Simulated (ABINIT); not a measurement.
# P (Cmce) in ABINIT: a series of runs

The runs below take P through single point, with PBE, PBEsol.

All numbers are computed with ABINIT 10.8.3 (patched build); they aren't measurements. Logs are shortened: lines on timing, memory, paths and dates and some standing lists are left out, and cuts for length are marked. The log counts tension as positive stress, the text compression.

**1. The structure**

It takes space group Cmce (No. 64, orthorhombic). Conventional cell: a = 3.295 Å, b = 10.930 Å, c = 4.544 Å, α = 90.00°, β = 90.00°, γ = 90.00°. Around P (site symmetry m) lie 3 P at 2.20 to 2.25 Å.

**2. Single point, PBE**

The input, run.abi:

```
# Pseudopotentials
pp_dirpath "./"
pseudos "P.upf"

# Structure
acell 10.7866280208 10.7866280208 8.5862268752
rprim
     0.2886706784    -0.9574284513     0.0000000000
     0.2886706784     0.9574284513     0.0000000000
     0.0000000000     0.0000000000     1.0000000000
ntypat 1
znucl 15
natom 4
typat 1 1 1 1
xred
     0.9041431300     0.0958568700     0.5888151700
     0.0958568700     0.9041431300     0.4111848300
     0.5958568700     0.4041431300     0.0888151700
     0.4041431300     0.5958568700     0.9111848300
chkprim 0
chksymtnons 0
tolsym 1.0e-6

# Plane-wave basis
ecut 22.0

# k points
kptopt 1
ngkpt 6 6 4
nshiftk 1
shiftk 0.0 0.0 0.0

# Exchange and correlation
ixc 11

# Bands and occupations
nband 14
occopt 3
tsmear 0.05 eV

# SCF cycle
nstep 100
tolvrs 1.0e-10

# Output
iomode 3
prtwf 0
prtden 0
prteig 0
prtebands 0
enunit 2
```

Potentials or basis: PseudoDojo NC SR PBE v0.4.1 standard.

On the command line:

```
> abinit run.abi > log 2>&1
```

run.abo:

```text
.Version 10.8.3 of ABINIT
 Symmetries : space group Cm c a (# 64); Bravais oC (1-face-center ortho.)
================================================================================
 Values of the parameters that define the memory need of the present run
     intxc =       0    ionmov =       0      iscf =       7    lmnmax =       6
     lnmax =       6     mgfft =      48  mpssoang =       3    mqgrid =    3001
     natom =       4  nloc_mem =       1    nspden =       1   nspinor =       1
    nsppol =       1      nsym =       8    n1xccc =    2501    ntypat =       1
    occopt =       3   xclevel =       2
       mpw =        2744          nfft =       92160          nkpt =          39
================================================================================
================================================================================

--------------------------------------------------------------------------------
------------- Echo of variables that govern the present computation ------------
--------------------------------------------------------------------------------
 -outvars: echo values of preprocessed input variables --------
            acell      1.0786628021E+01  1.0786628021E+01  8.5862268752E+00 Bohr
              amu      3.09737620E+01
          chkprim           0
      chksymtnons           0
             ecut      2.20000000E+01 Hartree
           enunit           2
              ixc          11
         kptrlatt        6    0    0      0    6    0      0    0    4
          kptrlen      3.43449075E+01
            natom           4
            nband          14
            ngfft          48      48      40
             nkpt          39
            nstep         100
             nsym           8
           ntypat           1
           occopt           3
           prtden           0
        prtebands           0
           prteig           0
            prtwf           0
            rprim      2.8867067840E-01 -9.5742845130E-01  0.0000000000E+00
                       2.8867067840E-01  9.5742845130E-01  0.0000000000E+00
                       0.0000000000E+00  0.0000000000E+00  1.0000000000E+00
          spgroup          64
           tolsym      1.00000000E-06
           tolvrs      1.00000000E-10
           tsmear      1.83746611E-03 Hartree
            typat      1  1  1  1
           xangst      1.6477431231E+00 -4.4173149004E+00  2.6753615605E+00
                       1.6477431231E+00  4.4173149004E+00  1.8682740264E+00
                       1.6477431231E+00 -1.0477228208E+00  4.0354376707E-01
                       1.6477431231E+00  1.0477228208E+00  4.1400918198E+00
            xcart      3.1137832284E+00 -8.3475153736E+00  5.0557006372E+00
                       3.1137832284E+00  8.3475153736E+00  3.5305262380E+00
                       3.1137832284E+00 -1.9799091871E+00  7.6258719958E-01
                       3.1137832284E+00  1.9799091871E+00  7.8236396756E+00
             xred      9.0414313000E-01  9.5856870000E-02  5.8881517000E-01
                       9.5856870000E-02  9.0414313000E-01  4.1118483000E-01
                       5.9585687000E-01  4.0414313000E-01  8.8815170000E-02
                       4.0414313000E-01  5.9585687000E-01  9.1118483000E-01
            znucl       15.00000

================================================================================

 chkinp: Checking input parameters for consistency.

================================================================================
== DATASET  1 ==================================================================

--- !DatasetInfo
iteration_state: {dtset: 1, }
dimensions: {natom: 4, nkpt: 39, mband: 14, nsppol: 1, nspinor: 1, nspden: 1, mpw: 2744, }
cutoff_energies: {ecut:  22.0, pawecutdg:  -1.0, }
electrons: {nelect:   2.00000000E+01, charge:   0.00000000E+00, occopt:   3.00000000E+00, tsmear:   1.83746611E-03, }
meta: {optdriver: 0, ionmov: 0, optcell: 0, iscf: 7, paral_kgb: 0, }
...

 Exchange-correlation functional for the present dataset will be:
  GGA: Perdew-Burke-Ernzerhof functional - ixc=11
  J.P.Perdew, K.Burke, M.Ernzerhof, PRL 77, 3865 (1996)

 Real(R)+Recip(G) space primitive vectors, cartesian coordinates (Bohr,Bohr^-1):
 R(1)=  3.1137832-10.3274246  0.0000000  G(1)=  0.1605764 -0.0484148  0.0000000
 R(2)=  3.1137832 10.3274246  0.0000000  G(2)=  0.1605764  0.0484148  0.0000000
 R(3)=  0.0000000  0.0000000  8.5862269  G(3)=  0.0000000  0.0000000  0.1164656
 Unit cell volume ucvol=  5.5222080E+02 bohr^3
 Angles (23,13,12)=  9.00000000E+01  9.00000000E+01  1.46443224E+02 degrees

 getcut: wavevector=  0.0000  0.0000  0.0000  ngfft=  48  48  40
         ecut(hartree)=     22.000   => boxcut(ratio)=   2.10756

--- Pseudopotential description ------------------------------------------------
[... 50 lines left out ...]
- [  0.00000000E+00,  -6.29266957E-05,   0.00000000E+00, ]
- [  0.00000000E+00,   0.00000000E+00,  -7.68398154E-05, ]
pressure_GPa:   2.1242E+00
xred      :
- [  9.0414E-01,   9.5857E-02,   5.8882E-01,  P]
- [  9.5857E-02,   9.0414E-01,   4.1118E-01,  P]
- [  5.9586E-01,   4.0414E-01,   8.8815E-02,  P]
- [  4.0414E-01,   5.9586E-01,   9.1118E-01,  P]
cartesian_forces: # hartree/bohr
- [  5.80655985E-20,   3.13952278E-03,  -6.20495168E-03, ]
- [ -1.81495918E-19,  -3.13952278E-03,   6.20495168E-03, ]
- [ -1.81495918E-19,  -3.13952278E-03,  -6.20495168E-03, ]
- [  3.04926238E-19,   3.13952278E-03,   6.20495168E-03, ]
force_length_stats: {min:   6.95399371E-03, max:   6.95399371E-03, mean:   6.95399371E-03, }
...

 Integrated electronic density in atomic spheres:
 ------------------------------------------------
 Atom  Sphere_radius  Integrated_density
    1        2.00000          2.77699765
    2        2.00000          2.77699765
    3        2.00000          2.77699765
    4        2.00000          2.77699765
================================================================================

 ----iterations are completed or convergence reached----

 Mean square residual over all n,k,spin=   18.769E-08; max=  31.534E-06
 reduced coordinates (array xred) for    4 atoms
       0.904143130000      0.095856870000      0.588815170000
       0.095856870000      0.904143130000      0.411184830000
       0.595856870000      0.404143130000      0.088815170000
       0.404143130000      0.595856870000      0.911184830000
 rms dE/dt=  4.0583E-02; max dE/dt=  5.3277E-02; dE/dt below (all hartree)
    1       0.032423184642     -0.032423184642      0.053277122851
    2      -0.032423184642      0.032423184642     -0.053277122851
    3      -0.032423184642      0.032423184642      0.053277122851
    4       0.032423184642     -0.032423184642     -0.053277122851

 cartesian coordinates (angstrom) at end:
    1      1.64774312305017    -4.41731490037658     2.67536156052815
    2      1.64774312305017     4.41731490037658     1.86827402638811
    3      1.64774312305017    -1.04772282076021     0.40354376707002
    4      1.64774312305017     1.04772282076021     4.14009181984624

 cartesian forces (hartree/bohr) at end:
    1      0.00000000000000     0.00313952277755    -0.00620495167725
    2     -0.00000000000000    -0.00313952277755     0.00620495167725
    3     -0.00000000000000    -0.00313952277755    -0.00620495167725
    4      0.00000000000000     0.00313952277755     0.00620495167725
 frms,max,avg= 4.0148901E-03 6.2049517E-03   0.000E+00  0.000E+00  0.000E+00 h/b

 cartesian forces (eV/Angstrom) at end:
    1      0.00000000000000     0.16144075221987    -0.31907144405125
    2     -0.00000000000000    -0.16144075221987     0.31907144405125
    3     -0.00000000000000    -0.16144075221987    -0.31907144405125
    4      0.00000000000000     0.16144075221987     0.31907144405125
 frms,max,avg= 2.0645395E-01 3.1907144E-01   0.000E+00  0.000E+00  0.000E+00 e/A
 length scales= 10.786628020800 10.786628020800  8.586226875200 bohr
              =  5.708037727223  5.708037727223  4.543635586916 angstroms
 Fermi (or HOMO) energy (hartree) =   0.19518   Average Vxc (hartree)=  -0.34434
 Eigenvalues (hartree) for nkpt=  39  k points:
 kpt#   1, nband= 14, wtk=  0.00694, kpt=  0.0000  0.0000  0.0000 (reduced coord)
  -0.38913   -0.28823   -0.16761   -0.05619    0.01100    0.01324    0.04279    0.09063
   0.09773    0.14860    0.21354    0.22923    0.26139    0.29584
      occupation numbers for kpt#   1
   2.00000    2.00000    2.00000    2.00000    2.00000    2.00000    2.00000    2.00000
   2.00000    2.00000    0.00009    0.00000    0.00000    0.00000
 prteigrs : prtvol=0 or 1, do not print more k-points.

 Fermi (or HOMO) energy (eV) =   5.31101   Average Vxc (eV)=  -9.36992
 Eigenvalues (   eV  ) for nkpt=  39  k points:
 kpt#   1, nband= 14, wtk=  0.00694, kpt=  0.0000  0.0000  0.0000 (reduced coord)
 -10.58890   -7.84313   -4.56099   -1.52893    0.29938    0.36029    1.16447    2.46620
   2.65926    4.04349    5.81085    6.23780    7.11278    8.05014
 prteigrs : prtvol=0 or 1, do not print more k-points.

--- !EnergyTerms
iteration_state     : {dtset: 1, }
comment             : Components of total free energy in Hartree
kinetic             :  1.00672271721563E+01
hartree             :  3.66156862544405E+00
xc                  : -8.19533189474613E+00
Ewald energy        : -2.47391988856337E+01
psp_core            :  1.16751910739318E+00
local_psp           : -1.37263230248670E+01
non_local_psp       :  4.06736029482659E+00
internal            : -2.76971786054267E+01
'-kT*entropy'       : -3.83530429776043E-05
total_energy        : -2.76972169584697E+01
total_energy_eV     : -7.53679668595654E+02
band_energy         : -1.17145834638906E+00
...

 Cartesian components of stress tensor (hartree/bohr^3)
  sigma(1 1)= -7.68303834E-05  sigma(3 2)=  0.00000000E+00
  sigma(2 2)= -6.29266957E-05  sigma(3 1)=  0.00000000E+00
  sigma(3 3)= -7.68398154E-05  sigma(2 1)=  0.00000000E+00

-Cartesian components of stress tensor (GPa)         [Pressure=  2.1242E+00 GPa]
- sigma(1 1)= -2.26042792E+00  sigma(3 2)=  0.00000000E+00
- sigma(2 2)= -1.85136731E+00  sigma(3 1)=  0.00000000E+00
- sigma(3 3)= -2.26070542E+00  sigma(2 1)=  0.00000000E+00

== END DATASET(S) ==============================================================
================================================================================

 -outvars: echo values of variables after computation  --------
            acell      1.0786628021E+01  1.0786628021E+01  8.5862268752E+00 Bohr
           etotal     -2.7697216958E+01
            fcart      5.8065598531E-20  3.1395227775E-03 -6.2049516772E-03
                      -1.8149591831E-19 -3.1395227775E-03  6.2049516772E-03
                      -1.8149591831E-19 -3.1395227775E-03 -6.2049516772E-03
                       3.0492623810E-19  3.1395227775E-03  6.2049516772E-03
            rprim      2.8867067840E-01 -9.5742845130E-01  0.0000000000E+00
                       2.8867067840E-01  9.5742845130E-01  0.0000000000E+00
                       0.0000000000E+00  0.0000000000E+00  1.0000000000E+00
           strten     -7.6830383438E-05 -6.2926695740E-05 -7.6839815351E-05
                       0.0000000000E+00  0.0000000000E+00  0.0000000000E+00
           xangst      1.6477431231E+00 -4.4173149004E+00  2.6753615605E+00
                       1.6477431231E+00  4.4173149004E+00  1.8682740264E+00
                       1.6477431231E+00 -1.0477228208E+00  4.0354376707E-01
                       1.6477431231E+00  1.0477228208E+00  4.1400918198E+00
             xred      9.0414313000E-01  9.5856870000E-02  5.8881517000E-01
                       9.5856870000E-02  9.0414313000E-01  4.1118483000E-01
                       5.9585687000E-01  4.0414313000E-01  8.8815170000E-02
                       4.0414313000E-01  5.9585687000E-01  9.1118483000E-01
 Calculation completed.
```

It took 58 s on 1 thread of Intel Xeon at 2.70GHz, shared host; peak memory 0.1 GiB.

Results:

| Property | Result |
| --- | --- |
| Free energy | -753.6797 eV |
| Pressure | 2.1 GPa |
| Largest force | 0.358 eV/Å |
| Band gap on the k mesh | 0.09 eV, direct |
| Valence electrons inside the program's atomic spheres | P 2.78 (radii [1.0584] Å) |

Forces in eV/Å, atoms in the order of the input:
```
P    0.000  0.161 -0.319
P    0.000 -0.161  0.319
P    0.000 -0.161 -0.319
P    0.000  0.161  0.319
```

Stress tensor (GPa, compression positive):
```
2.26 0.00 0.00
0.00 1.85 0.00
0.00 0.00 2.26
```

A k mesh can miss the band edges. A hybrid or GW would open this gap; PBE tends to underestimate it.

**3. Single point, PBEsol**

The input, run.abi:

```
pp_dirpath "./"
pseudos "P.upf"

acell 3*1.0 Angstrom
rprim
     1.6477431241    -5.4650377251     0.0000000000
     1.6477431241     5.4650377251     0.0000000000
     0.0000000000     0.0000000000     4.5436355900
ntypat 1
znucl 15
natom 4
typat 1 1 1 1
xred
     0.9041431300     0.0958568700     0.5888151700
     0.0958568700     0.9041431300     0.4111848300
     0.5958568700     0.4041431300     0.0888151700
     0.4041431300     0.5958568700     0.9111848300
chkprim 0
chksymtnons 0
tolsym 1.0e-6

ecut 18.0

kptopt 1
ngkpt 6 6 4
nshiftk 1
shiftk 0.0 0.0 0.0

ixc -116133

nband 14
occopt 3
tsmear 0.00183747

nstep 100
tolvrs 1.0e-10

iomode 3
prtwf 0
prtden 0
prteig 0
prtebands 0
enunit 2
```

Potentials or basis: PseudoDojo NC SR PBEsol v0.4.1 standard.

On the command line:

```
> mpirun --bind-to none -np 4 abinit run.abi > log 2>&1
```

Wall time 13 s (4 MPI ranks of Arm Neoverse V1, shared host); peak memory 0.28 GiB.

The run converged. Its results:

- Free energy: -753.2302 eV
- Pressure: -0.6 GPa
- Largest force: 0.306 eV/Å
- Band gap on the k mesh: none (metal or under the smearing width)
- Valence electrons inside the program's atomic spheres: P 2.77, 2.76 (radii [1.0584] Å)

Forces in eV/Å, atoms in the order of the input:
```
P    0.000  0.104 -0.288
P    0.000 -0.104  0.288
P    0.000 -0.104 -0.288
P    0.000  0.104  0.288
```

Stress tensor (GPa, compression positive):
```
-0.79  0.00  0.00
 0.00 -0.53  0.00
 0.00  0.00 -0.55
```

Levels at points of the mesh, in eV from the Fermi level:
```csv
k point,band 8,band 9,band 10,band 11,band 12,band 13
"(0.00, 0.00, 0.00)",-2.85,-2.61,-1.24,0.48,0.89,1.79
"(0.50, 0.00, 0.00)",-3.42,-2.69,-2.69,0.54,0.54,1.37
"(0.50, 0.50, 0.00)",-2.45,-1.61,0.01,0.02,0.65,2.00
"(0.00, 0.00, 0.50)",-3.32,-1.69,-1.69,1.33,1.33,2.83
"(0.50, 0.00, 0.50)",-5.36,-1.83,-1.83,1.54,1.54,3.35
"(0.50, 0.50, 0.50)",-2.81,-2.02,-2.02,1.30,1.30,2.47
```

Caveat: the cutoff is short for stress, so the pressure is rough.
